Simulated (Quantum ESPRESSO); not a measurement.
A run of Quantum ESPRESSO 7.5 is set up as follows.

The input pw.in:

```
&CONTROL
  calculation = 'scf'
  prefix = 'pwscf'
  outdir = './tmp'
  pseudo_dir = './pseudo'
  tprnfor = .true.
  tstress = .true.
  disk_io = 'low'
/
&SYSTEM
  ibrav = 0
  A = 4.99609832
  nat = 2
  ntyp = 2
  ecutwfc = 74
  nbnd = 14
  occupations = 'smearing'
  smearing = 'fd'
  degauss = 0.00367493
/
&ELECTRONS
  conv_thr = 4d-10
  electron_maxstep = 120
  mixing_beta = 0.5
/
ATOMIC_SPECIES
I    126.9045 I.upf
K     39.0983 K.upf
CELL_PARAMETERS alat
   0.0000000000    0.7071067809    0.7071067809
   0.7071067809    0.0000000000    0.7071067809
   0.7071067809    0.7071067809    0.0000000000
ATOMIC_POSITIONS alat
I      0.7071067809    0.7071067809    0.7071067809
K      0.0000000000    0.0000000000    0.0000000000
K_POINTS automatic
7 7 7 0 0 0
```

File bands.in:

```
&CONTROL
  calculation = 'bands'
  prefix = 'pwscf'
  outdir = './tmp'
  pseudo_dir = './pseudo'
  disk_io = 'low'
  verbosity = 'high'
/
&SYSTEM
  ibrav = 0
  A = 4.99609832
  nat = 2
  ntyp = 2
  ecutwfc = 74
  nbnd = 14
  occupations = 'smearing'
  smearing = 'fd'
  degauss = 0.00367493
/
&ELECTRONS
  conv_thr = 1d-08
  electron_maxstep = 120
  mixing_beta = 0.5
  diago_full_acc = .true.
/
ATOMIC_SPECIES
I    126.9045 I.upf
K     39.0983 K.upf
CELL_PARAMETERS alat
   0.0000000000    0.7071067809    0.7071067809
   0.7071067809    0.0000000000    0.7071067809
   0.7071067809    0.7071067809    0.0000000000
ATOMIC_POSITIONS alat
I      0.7071067809    0.7071067809    0.7071067809
K      0.0000000000    0.0000000000    0.0000000000
K_POINTS crystal
60
 0.0000000000  0.0000000000  0.0000000000 1
 0.0625000000  0.0000000000  0.0625000000 1
 0.1250000000  0.0000000000  0.1250000000 1
 0.1875000000  0.0000000000  0.1875000000 1
 0.2500000000  0.0000000000  0.2500000000 1
 0.3125000000  0.0000000000  0.3125000000 1
 0.3750000000  0.0000000000  0.3750000000 1
 0.4375000000  0.0000000000  0.4375000000 1
 0.5000000000  0.0000000000  0.5000000000 1
 0.5000000000  0.0625000000  0.5625000000 1
 0.5000000000  0.1250000000  0.6250000000 1
 0.5000000000  0.1875000000  0.6875000000 1
 0.5000000000  0.2500000000  0.7500000000 1
 0.4375000000  0.3125000000  0.7500000000 1
 0.3750000000  0.3750000000  0.7500000000 1
 0.3375000000  0.3375000000  0.6750000000 1
 0.3000000000  0.3000000000  0.6000000000 1
 0.2625000000  0.2625000000  0.5250000000 1
 0.2250000000  0.2250000000  0.4500000000 1
 0.1875000000  0.1875000000  0.3750000000 1
 0.1500000000  0.1500000000  0.3000000000 1
 0.1125000000  0.1125000000  0.2250000000 1
 0.0750000000  0.0750000000  0.1500000000 1
 0.0375000000  0.0375000000  0.0750000000 1
 0.0000000000  0.0000000000  0.0000000000 1
 0.0625000000  0.0625000000  0.0625000000 1
 0.1250000000  0.1250000000  0.1250000000 1
 0.1875000000  0.1875000000  0.1875000000 1
 0.2500000000  0.2500000000  0.2500000000 1
 0.3125000000  0.3125000000  0.3125000000 1
 0.3750000000  0.3750000000  0.3750000000 1
 0.4375000000  0.4375000000  0.4375000000 1
 0.5000000000  0.5000000000  0.5000000000 1
 0.5250000000  0.4500000000  0.5250000000 1
 0.5500000000  0.4000000000  0.5500000000 1
 0.5750000000  0.3500000000  0.5750000000 1
 0.6000000000  0.3000000000  0.6000000000 1
 0.6250000000  0.2500000000  0.6250000000 1
 0.5833333333  0.2500000000  0.6666666667 1
 0.5416666667  0.2500000000  0.7083333333 1
 0.5000000000  0.2500000000  0.7500000000 1
 0.5000000000  0.2857142857  0.7142857143 1
 0.5000000000  0.3214285714  0.6785714286 1
 0.5000000000  0.3571428571  0.6428571429 1
 0.5000000000  0.3928571429  0.6071428571 1
 0.5000000000  0.4285714286  0.5714285714 1
 0.5000000000  0.4642857143  0.5357142857 1
 0.5000000000  0.5000000000  0.5000000000 1
 0.4821428571  0.4821428571  0.5357142857 1
 0.4642857143  0.4642857143  0.5714285714 1
 0.4464285714  0.4464285714  0.6071428571 1
 0.4285714286  0.4285714286  0.6428571429 1
 0.4107142857  0.4107142857  0.6785714286 1
 0.3928571429  0.3928571429  0.7142857143 1
 0.3750000000  0.3750000000  0.7500000000 1
 0.6250000000  0.2500000000  0.6250000000 1
 0.5937500000  0.1875000000  0.5937500000 1
 0.5625000000  0.1250000000  0.5625000000 1
 0.5312500000  0.0625000000  0.5312500000 1
 0.5000000000  0.0000000000  0.5000000000 1
```

Potentials or basis: PseudoDojo 0.4.1 SR PBEsol standard.

Run with:

```console
$ OMP_NUM_THREADS=1 pw.x -in pw.in > pw.out
$ OMP_NUM_THREADS=1 pw.x -in bands.in > bands.out
```

(1) Predict the band gap on the k mesh.

(2) What does it give for the pressure?

(3) Estimate the band gap along the path.

Results:

(1) 3.82 eV, direct.

(2) -0.3 GPa.

(3) 3.81 eV, direct.

Caveat: spin-orbit coupling is left out, which moves the levels of the heavy elements.

**Measured values to compare with.**

A printed reference work, monograph reports, for a bulk crystal of KI: band gap 6.32 eV.

A measured gap of KI is 6.32 eV (a printed reference work, monograph); the calculated 3.81 eV misses it by -2.51 eV. Spin-orbit coupling on I is left out. The value is that of PBEsol, without temperature or zero-point motion. Semilocal functionals fall short of measured gaps as a rule.
